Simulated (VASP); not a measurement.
# C2H2 in VASP: notebook

The runs below take C2H2 through single point, vibrations by finite differences, with PBE+D3(BJ), HSE06+D3(BJ).

Program: VASP 6.6.1. These are calculated values, not measurements. Logs are shortened: lines on timing, memory, paths and dates and some standing lists are left out, and cuts for length are marked.

**1. The molecule as given**

The cell holds a molecule in a box, 4 atoms: a = 12.705 Å, b = 13.205 Å, c = 13.705 Å, α = 90.00°, β = 90.00°, γ = 90.00°.

**2. Single point, PBE+D3(BJ)**

INCAR

```
ALGO = Normal
EDIFF = 1E-6
ENCUT = 250
GGA = PE
ISIF = 2
ISMEAR = 0
ISYM = 0
IVDW = 12
LASPH = T
LCHARG = F
LREAL = F
LWAVE = F
NBANDS = 13
NELM = 80
PREC = Accurate
SIGMA = 0.01
```

KPOINTS

```
k-points
0
Gamma
  1 1 1
```

POSCAR

```
HC                                      
1.0
   12.7048579379      0.0000000000      0.0000000000
    0.0000000000     13.2048579379      0.0000000000
    0.0000000000      0.0000000000     13.7048579379
  C               H             
     2     2
Selective dynamics
Direct
     0.4685424883000024    0.5212602786999980    0.4723769897000025   F   F   F
     0.5321625042298915    0.4859154330824683    0.5282569320249967   T   T   T
     0.4121176394710050    0.5526066977251736    0.4228101931032870   T   T   T
     0.5885911000956598    0.4545734716297184    0.5778046579955707   T   T   T
```

Potentials or basis: VASP PAW PBE potentials, release 64 (C, H).

Started as:

```bash
$ cat potpaw_PBE.64/C/POTCAR potpaw_PBE.64/H/POTCAR > POTCAR
$ mpirun -np 4 vasp_gam > vasp.out
```

OUTCAR:

```text
EDIFF = 1E-6
   ENCUT = 250
   GGA = PE
   ISIF = 2
   ISMEAR = 0
   ISYM = 0
   IVDW = 12
   LASPH = T
   LREAL = F
   NELM = 80
   PREC = Accurate
 IVDW          = 12

 ion  position               nearest neighbor table
   1  0.469  0.521  0.472-   3 1.07   2 1.21
   2  0.532  0.486  0.528-   4 1.07   1 1.21
   3  0.412  0.553  0.423-   1 1.07
   4  0.589  0.455  0.578-   2 1.07

IMPORTANT INFORMATION: All symmetrisations will be switched off!
NOSYMM: (Re-)initialisation of all symmetry stuff for point group C_1.

----------------------------------------------------------------------------------------

                                     Primitive cell

  volume of cell :    2299.2071

  direct lattice vectors                    reciprocal lattice vectors
    12.704857938  0.000000000  0.000000000     0.078710050  0.000000000  0.000000000
     0.000000000 13.204857938  0.000000000     0.000000000  0.075729705  0.000000000
     0.000000000  0.000000000 13.704857938     0.000000000  0.000000000  0.072966827

  length of vectors
    12.704857938 13.204857938 13.704857938     0.078710050  0.075729705  0.072966827

  position of ions in fractional coordinates (direct lattice)
     0.468542488  0.521260279  0.472376990
     0.532162504  0.485915433  0.528256932
     0.412117639  0.552606698  0.422810193
     0.588591100  0.454573472  0.577804658

  ion indices of the primitive-cell ions
   primitive index   ion index
                 1           1
                 2           2
                 3           3
                 4           4

----------------------------------------------------------------------------------------

 KPOINTS: k-points

Automatic generation of k-mesh.
 Grid dimensions read from file:
 generate k-points for:    1    1    1

 Generating k-lattice:

  Cartesian coordinates                     Fractional coordinates (reciprocal lattice)
     0.078710050  0.000000000  0.000000000     1.000000000  0.000000000  0.000000000
     0.000000000  0.075729705  0.000000000     0.000000000  1.000000000  0.000000000
     0.000000000  0.000000000  0.072966827     0.000000000  0.000000000  1.000000000

  Length of vectors
     0.078710050  0.075729705  0.072966827

  Shift w.r.t. Gamma in fractional coordinates (k-lattice)
     0.000000000  0.000000000  0.000000000

 Subroutine IBZKPT returns following result:
 ===========================================

 Found      1 irreducible k-points:

 Following reciprocal coordinates:
            Coordinates               Weight
  0.000000  0.000000  0.000000      1.000000
   k-points           NKPTS =      1   k-points in BZ     NKDIM =      1   number of bands    NBANDS=     16
   number of dos      NEDOS =    301   number of ions     NIONS =      4
   total plane-waves  NPLWV = 352800
   dimension x,y,z NGX =    70 NGY =   70 NGZ =   72
   dimension x,y,z NGXF=   140 NGYF=  140 NGZF=  144
   ions per type =               2   2
   NGX,Y,Z   is equivalent  to a cutoff of   9.16,  8.81,  8.73 a.u.
   NGXF,Y,Z  is equivalent  to a cutoff of  18.32, 17.63, 17.47 a.u.
 SYSTEM =  unknown system
   PREC   = accura    normal or accurate (medium, high low for compatibility)
   ISTART =      0    job   : 0-new  1-cont  2-samecut
   ICHARG =      2    charge: 1-file 2-atom 10-const
   ISPIN  =      1    spin polarized calculation?
   LNONCOLLINEAR =      F non collinear calculations
   LSORBIT =      F    spin-orbit coupling
   LASPH  =      T    aspherical Exc in radial PAW
   ENCUT  =  250.0 eV  18.37 Ry    4.29 a.u.  16.38 17.02 17.67*2*pi/ulx,y,z
   NELM   =     80;   NELMIN=  2; NELMDL= -5     # of ELM steps
   EDIFF  = 0.1E-05   stopping-criterion for ELM
   LREAL  =      F    real-space projection
   EDIFFG = 0.1E-04   stopping-criterion for IOM
   NSW    =      0    number of steps for IOM
   IBRION =     -1    ionic relax: 0-MD 1-quasi-New 2-CG
   NFREE  =      0    steps in history (QN), initial steepest desc. (CG)
   ISIF   =      2    stress and relaxation
   ISYM   =      0    0-nonsym 1-usesym 2-fastsym
   POTIM  = 0.5000    time-step for ionic-motion
   TEBEG  =    0.0;   TEEND  =   0.0 temperature during run
   PSTRESS=    0.0 pullay stress
   NELECT =      10.0000    total number of electrons
   NUPDOWN=      -1.0000    fix difference up-down
   EMIN   =  10.00;   EMAX   =-10.00  energy-range for DOS
   EFERMI =   0.00;   METHOD = LEGACY
   ISMEAR =     0;   SIGMA  =   0.01  broadening in eV -4-tet -1-fermi 0-gaus
   EFERMI_NEDOS =   21; number of points for ismear=-14 and -15
   IALGO  =     38    algorithm
   IMIX   =      4    mixing-type and parameters
     AMIX     =   0.40;   BMIX     =  1.00
     AMIX_MAG =   1.60;   BMIX_MAG =  1.00
  volume/ion in A,a.u.               =     574.80      3878.95
  Fermi-wavevector in a.u.,A,eV,Ry     =   0.267228  0.504988  0.971604  0.071411
  Thomas-Fermi vector in A             =   1.102288
   LORBIT       =      0    0 simple, 1 ext, 2 COOP (PROOUT), +10 PAW based schemes
   GGA     = PE    functional components
   LHFCALC =     F    Hartree Fock is set to
   AEXX    =    0.0000 exact exchange contribution
   IVDW    =    12    specifies the selected vdW correction
   LEPSILON=     F    determine dielectric tensor
   LRPA    =     F    only Hartree local field effects (RPA)
 non-spin polarized calculation
 Gauss-broadening in eV      SIGMA  =   0.01
  energy-cutoff  :      250.00
  volume of cell :     2299.21
 maximum number of plane-waves:     10313
 NGX is ok and might be reduce to    70
   NGX = 33   NGY = 35   NGZ = 35

 number of electron      10.0000018 magnetization

 Free energy of the ion-electron system (eV)
  ---------------------------------------------------
  ext. energy  EPLUGINS =         0.00000000
  ---------------------------------------------------
  free energy    TOTEN  =       -22.76689447 eV

  energy without entropy =      -22.76689447  energy(sigma->0) =      -22.76689447

 E-fermi :  -7.0314     XC(G=0):  -0.4408

 val. band max:       -7.1085339186   @ k =   0.0000   0.0000   0.0000
 cond. band min:      -0.3282748370   @ k =   0.0000   0.0000   0.0000
 fundamental gap:      6.7802590816
 Fermi energy:        -7.0314405054

 k-point     1 :       0.0000    0.0000    0.0000
  band No.  band energies     occupation
      1     -18.7846      2.00000
      2     -14.0546      2.00000
      3     -12.0329      2.00000
      4      -7.1101      2.00000
      5      -7.1085      2.00000
      6      -0.3283      0.00000
[... 8 lines left out ...]
     15       1.1361      0.00000
     16       1.1727      0.00000

------------------------ aborting loop because EDIFF is reached ----------------------------------------

 Edisp (eV)   -0.03579

 E8    (eV) :    -0.0105

  FORCE on cell =-STRESS in cart. coord.  units (eV):
  Direction    XX          YY          ZZ          XY          YZ          ZX
  --------------------------------------------------------------------------------------
  -------------------------------------------------------------------------------------
  Total      -5.06659    -4.95454    -5.05530     0.07194     0.06650    -0.11143
  in kB      -3.53060    -3.45252    -3.52273     0.05013     0.04634    -0.07765
  external pressure =       -3.50 kB  Pullay stress =        0.00 kB

 VOLUME and BASIS-vectors are now :
 -----------------------------------------------------------------------------
  energy-cutoff  :      250.00
  volume of cell :     2299.21
      direct lattice vectors                 reciprocal lattice vectors
    12.704857938  0.000000000  0.000000000     0.078710050  0.000000000  0.000000000
     0.000000000 13.204857938  0.000000000     0.000000000  0.075729705  0.000000000
     0.000000000  0.000000000 13.704857938     0.000000000  0.000000000  0.072966827

 POSITION                                       TOTAL-FORCE (eV/Angst)
 -----------------------------------------------------------------------------------
      5.95277      6.88317      6.47386        -0.031287      0.013313     -0.042659
      6.76105      6.41644      7.23969         0.027718     -0.011229      0.038754
      5.23590      7.29709      5.79455        -0.091879      0.056978     -0.083181
      7.47797      6.00258      7.91873         0.095449     -0.059061      0.087086
 -----------------------------------------------------------------------------------
    total drift:                               -0.000550      0.000076     -0.000463

  FREE ENERGIE OF THE ION-ELECTRON SYSTEM (eV)
  ---------------------------------------------------
  free  energy   TOTEN  =       -22.8026863672 eV

  energy  without entropy=      -22.8026863672  energy(sigma->0) =      -22.80268637
```

It took 18 s on 4 MPI ranks of AMD EPYC 7R13 (Zen 3), shared host; peak memory 0.27 GiB.

The run converged, but a check on its numbers failed (symmetry, net force, bounds or a known fault of this set-up), so they aren't taken as properties of the molecule.

Caveat: the cutoff lies under the usual one of these potentials, so the numbers hold a large basis-set error; the standard files for N, O and F lose accuracy on very short bonds.

**3. Single point, HSE06+D3(BJ)**

POSCAR is that of step 2.

INCAR.step1

```
ALGO = Normal
EDIFF = 1E-5
ENCUT = 400
GGA = PE
ISIF = 2
ISMEAR = 0
ISYM = 0
LASPH = T
LCHARG = F
LREAL = F
LWAVE = T
NBANDS = 13
NELM = 80
PREC = Accurate
SIGMA = 0.01
TIME = 0.4
```

INCAR.step2

```
ALGO = Damped
EDIFF = 1E-6
ENCUT = 400
GGA = PE
HFSCREEN = 0.2
ISIF = 2
ISMEAR = 0
ISTART = 1
ISYM = 0
IVDW = 12
LASPH = T
LCHARG = F
LHFCALC = T
LREAL = F
LWAVE = F
NBANDS = 13
NELM = 80
PREC = Accurate
PRECFOCK = Fast
SIGMA = 0.01
TIME = 0.4
VDW_A1 = 0.383
VDW_A2 = 5.685
VDW_S6 = 1.0
VDW_S8 = 2.31
```

KPOINTS is that of step 2.

Potentials or basis: VASP PAW PBE potentials, release 64 (C, H).

Started as:

```bash
$ cat potpaw_PBE.64/C/POTCAR potpaw_PBE.64/H/POTCAR > POTCAR
$ cp INCAR.step1 INCAR
$ mpirun -np 4 vasp_gam > vasp.out
$ cp INCAR.step2 INCAR
$ mpirun -np 4 vasp_gam > vasp.out
```

OUTCAR:

```text
EDIFF = 1E-6
   ENCUT = 400
   GGA = PE
   HFSCREEN = 0.2
   ISIF = 2
   ISMEAR = 0
   ISTART = 1
   ISYM = 0
   IVDW = 12
   LASPH = T
   LHFCALC = T
   LREAL = F
   NELM = 80
   PREC = Accurate
   PRECFOCK = Fast
 IVDW          = 12

 ion  position               nearest neighbor table
   1  0.469  0.521  0.472-   3 1.07   2 1.21
[... 167 lines left out ...]

 Edisp (eV)   -0.02049

 E8    (eV) :    -0.0097

  FORCE on cell =-STRESS in cart. coord.  units (eV):
  Direction    XX          YY          ZZ          XY          YZ          ZX
  --------------------------------------------------------------------------------------
  -------------------------------------------------------------------------------------
  Total      -1.19597    -0.65622    -1.10403     0.44902     0.42574    -0.73740
  in kB      -0.83340    -0.45728    -0.76933     0.31290     0.29667    -0.51385
  external pressure =       -0.69 kB  Pullay stress =        0.00 kB

 VOLUME and BASIS-vectors are now :
 -----------------------------------------------------------------------------
  energy-cutoff  :      400.00
  volume of cell :     2299.21
      direct lattice vectors                 reciprocal lattice vectors
    12.704857938  0.000000000  0.000000000     0.078710050  0.000000000  0.000000000
     0.000000000 13.204857938  0.000000000     0.000000000  0.075729705  0.000000000
     0.000000000  0.000000000 13.704857938     0.000000000  0.000000000  0.072966827

 POSITION                                       TOTAL-FORCE (eV/Angst)
 -----------------------------------------------------------------------------------
      5.95277      6.88317      6.47386         0.582671     -0.332887      0.546480
      6.76105      6.41644      7.23969        -0.585227      0.325952     -0.549058
      5.23590      7.29709      5.79455         0.120290     -0.092415      0.127136
      7.47797      6.00258      7.91873        -0.117733      0.099351     -0.124558
 -----------------------------------------------------------------------------------
    total drift:                                0.005390      0.009421      0.002583

  FREE ENERGIE OF THE ION-ELECTRON SYSTEM (eV)
  ---------------------------------------------------
  free  energy   TOTEN  =       -26.6925694295 eV

  energy  without entropy=      -26.6925694295  energy(sigma->0) =      -26.69256943
```

OUTCAR.step1:

```text
EDIFF = 1E-5
   ENCUT = 400
   GGA = PE
   ISIF = 2
[... 189 lines left out ...]
      5.95277      6.88317      6.47386         0.003032     -0.000945      0.001543
      6.76105      6.41644      7.23969        -0.006606      0.003263     -0.005773
      5.23590      7.29709      5.79455         0.002504     -0.001306      0.002611
      7.47797      6.00258      7.91873         0.001070     -0.001011      0.001619
 -----------------------------------------------------------------------------------
    total drift:                                0.000209      0.000019     -0.000008

  FREE ENERGIE OF THE ION-ELECTRON SYSTEM (eV)
  ---------------------------------------------------
  free  energy   TOTEN  =       -22.9565054501 eV

  energy  without entropy=      -22.9565054501  energy(sigma->0) =      -22.95650545
```

Run time: 69 s. Hardware: 4 MPI ranks of AMD EPYC 7R13 (Zen 3), shared host; peak memory 0.58 GiB.

What came out:

- Free energy: -26.6926 eV
- Largest force: 0.866 eV/Å
- Gap between the frontier levels: 7.76 eV
- Dispersion energy per atom: -0.005 eV

Forces on the atoms (eV/Å):
```
C    0.583 -0.333  0.546
C   -0.585  0.326 -0.549
H    0.120 -0.092  0.127
H   -0.118  0.099 -0.125
```

Caveat: the cutoff is under 1.25 times the usual one of these potentials, so pressure, stress and relaxed cells hold a basis-set (Pulay) error; the standard files for N, O and F lose accuracy on very short bonds; the PAW data sets were made with another functional, which shifts forces and pressure a little.

**4. Vibrations by finite differences, PBE+D3(BJ)**

INCAR

```
ALGO = Normal
EDIFF = 1E-7
ENCUT = 400
GGA = PE
IBRION = 5
ISIF = 2
ISMEAR = 0
ISYM = 0
IVDW = 12
LASPH = T
LCHARG = F
LREAL = F
LWAVE = F
NBANDS = 13
NELM = 80
NFREE = 2
NSW = 1
POTIM = 0.015
PREC = Accurate
SIGMA = 0.01
```

KPOINTS is that of step 3.

POSCAR

```
HC                                      
1.0
   12.7048579379      0.0000000000      0.0000000000
    0.0000000000     13.2048579379      0.0000000000
    0.0000000000      0.0000000000     13.7048579379
  C               H             
     2     2
Selective dynamics
Direct
0.4685424883000024  0.5212602786999980  0.4723769897000025  T T T
0.5321625042298915  0.4859154330824683  0.5282569320249967  T T T
0.4121176394710050  0.5526066977251736  0.4228101931032870  T T T
0.5885911000956598  0.4545734716297184  0.5778046579955707  T T T
```

Started as:

```bash
$ cat potpaw_PBE.64/C/POTCAR potpaw_PBE.64/H/POTCAR > POTCAR
$ mpirun -np 4 vasp_gam > vasp.out
```

It took 17 min on 4 MPI ranks of AMD EPYC 7R13 (Zen 3), shared host; peak memory 0.43 GiB.

The run converged. Its results:

* Highest phonon frequency at Γ, LO-TO splitting left out: 3442 cm⁻¹
* Most unstable mode: 38i cm⁻¹
* Dispersion energy per atom: -0.009 eV

Phonon frequencies in cm⁻¹ (negative: imaginary):
| q point | frequencies |
| --- | --- |
| (0.000, 0.000, 0.000) | -38 -2 0 4 19 604 607 733 735 2010 3344 3442 |

Caveat: the cutoff is under 1.25 times the usual one of these potentials, so pressure, stress and relaxed cells hold a basis-set (Pulay) error; some modes are imaginary; the standard files for N, O and F lose accuracy on very short bonds.
